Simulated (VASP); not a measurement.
Here is a VASP 6.6.1 calculation.

Contents of INCAR:

```
SYSTEM = Bi
PREC = Accurate ; ENCUT = 600
EDIFF = 1E-7 ; ISMEAR = 1
SIGMA = 0.1 ; LREAL = .False.
LASPH = .True. ; NELM = 80
ALGO = Normal ; ISIF = 3
LWAVE = .False. ; LCHARG = .False.
GGA = PS ; IBRION = 2
NSW = 90 ; EDIFFG = -0.005
```

File KPOINTS:

```
regular mesh
0
Gamma
  14 14 14
  0 0 0
```

File POSCAR:

```
Bi                                      
1.0
   -1.9558354707      1.9558354707      1.9558354707
    1.9558354707     -1.9558354707      1.9558354707
    1.9558354707      1.9558354707     -1.9558354707
  Bi            
     1
Direct
     0.0000000000000000    0.0000000000000000    0.0000000000000000
```

Potentials or basis: VASP PAW PBE potentials, release 64 (Bi_d).

Command:

```sh
$ cat potpaw_PBE.64/Bi_d/POTCAR > POTCAR
$ mpirun -np 1 vasp_std > vasp.out
```

Task: Predict the band gap on the k mesh.

Result: None (metal or under the smearing width).

Final structure:
```
Bi
1.0
    -1.95584    1.95584    1.95584
     1.95584   -1.95584    1.95584
     1.95584    1.95584   -1.95584
Bi
1
Direct
  0.00000 0.00000 0.00000
```

Caveat: the relaxation stopped at its first step, so nothing moved; spin-orbit coupling is left out, which moves the levels of the heavy elements.
